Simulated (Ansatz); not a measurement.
# MgO: the cost of one run

Program: Ansatz 0.2.0. Level of theory: DFT PBEsol, scalar-relativistic, plane waves, PAW. These are calculated values, not measurements.

1 further run of the same task is left out (set aside as unsound or not needed). Runs told in other sessions of the task aren't counted.

### 1 Starting point

Symmetry: P6_3mc, No. 186, hexagonal system. Conventional cell: a = 3.255 Å, b = 3.255 Å, c = 10.416 Å, α = 90.00°, β = 90.00°, γ = 120.00°. Around Mg (site symmetry 3m) lie 4 O at 1.98 Å. Around Mg (site symmetry 3m) lie 4 O at 1.98 to 1.99 Å. O (site symmetry 3m) has 4 Mg at 1.98 Å in its first shell of neighbours. Around O (site symmetry 3m) lie 4 Mg at 1.98 to 1.99 Å.

Structure file:

```cif
data_structure
_symmetry_space_group_name_H-M 'P 1'
_symmetry_Int_Tables_number 1
_cell_length_a 3.2554
_cell_length_b 3.2554
_cell_length_c 10.4160
_cell_angle_alpha 90.000
_cell_angle_beta 90.000
_cell_angle_gamma 120.000
_cell_volume 95.60
loop_
_atom_site_label
_atom_site_type_symbol
_atom_site_fract_x
_atom_site_fract_y
_atom_site_fract_z
_atom_site_occupancy
Mg1 Mg 0.33333 0.66667 0.96959 1
Mg2 Mg 0.00000 0.00000 0.22094 1
Mg3 Mg 0.00000 0.00000 0.72094 1
Mg4 Mg 0.66667 0.33333 0.46959 1
O1 O 0.33333 0.66667 0.77992 1
O2 O 0.00000 0.00000 0.52954 1
O3 O 0.00000 0.00000 0.02954 1
O4 O 0.66667 0.33333 0.27992 1
```

It goes back to an entry of the Materials Project, which need not be the stable form.

It is the result of an earlier relaxation at this level (volume 11.95 Å³/atom; gap on the mesh: 3.46 eV).

### 2 The scan

The energy is mapped over a normal mode and a strain (zone-centre modes of the cell shown) (x along [1 0 0], y along [1 2 0], z along [0 0 1] of the conventional cell).

First coordinate, amplitude of mode 20 (504 cm⁻¹), largest displacement in the unstrained cell: 5 values from −0.097 Å. Second coordinate, equal normal strain along x, y and z: 5 values from −2.50 %.

Nothing else is relaxed (the pattern is fixed in fractional coordinates). Energies count from the relaxed high-symmetry cell. Points are written as (first, second).

The modes come from a phonon run on the reference cell, made beforehand.

The patterns, per unit of each coordinate (Å):

```tsv
atom	x1	y1	z1
Mg1	0.000	-0.122	0.000
Mg2	0.000	-0.002	0.000
Mg3	0.000	-0.649	0.000
Mg4	0.000	-0.013	0.000
O5	0.000	1.000	0.000
O6	0.000	0.047	0.000
O7	0.000	0.153	0.000
O8	0.000	-0.004	0.000
```

### 3 The run at (−0.097 Å, −2.50 %)

Input file input.yaml:

```yaml
crystal:
  lattice:
    - [3.1740183608, 0.0, 0.0]
    - [-1.5870091804, 2.7487805326, 0.0]
    - [0.0, 0.0, 10.1556292058]
  atoms:
    - { symbol: Mg, position: [0.3354272306, 0.6708544613, 0.9695925587] }
    - { symbol: Mg, position: [3.90134e-05, 7.80268e-05, 0.2209429155] }
    - { symbol: Mg, position: [0.0111723997, 0.0223447995, 0.7209429155] }
    - { symbol: Mg, position: [0.6668966301, 0.3337932601, 0.4695925587] }
    - { symbol: O, position: [0.3161302502, 0.6322605004, 0.7799203897] }
    - { symbol: O, position: [-0.0008015854, -0.0016031707, 0.5295423161] }
    - { symbol: O, position: [-0.0026285782, -0.0052571565, 0.0295423161] }
    - { symbol: O, position: [0.6667377013, 0.3334754027, 0.2799203897] }
basis:
  ecutwfc: 520.0
kpoints:
  mp_grid: { grid: [9, 9, 4] }
hamiltonian:
  xc: pbesol
  pseudopotentials: { kind: paw, azcp: { folder: soft_1 } }
scf:
  occupations: { method: gaussian, width: 0.05 }
output:
  forces: true
  stress: true
  eigenvalues: true
```

Command:

```sh
> ansatz run input.yaml --threads 2 --pin off --max-ram 4096MiB --backend cpu --events-out ev --progress --plain --runs-dir out
```

Q: Estimate wall time and peak memory on 2 threads of Arm Neoverse N1, shared host.

About 33 s, with a peak of 0.55 GiB.
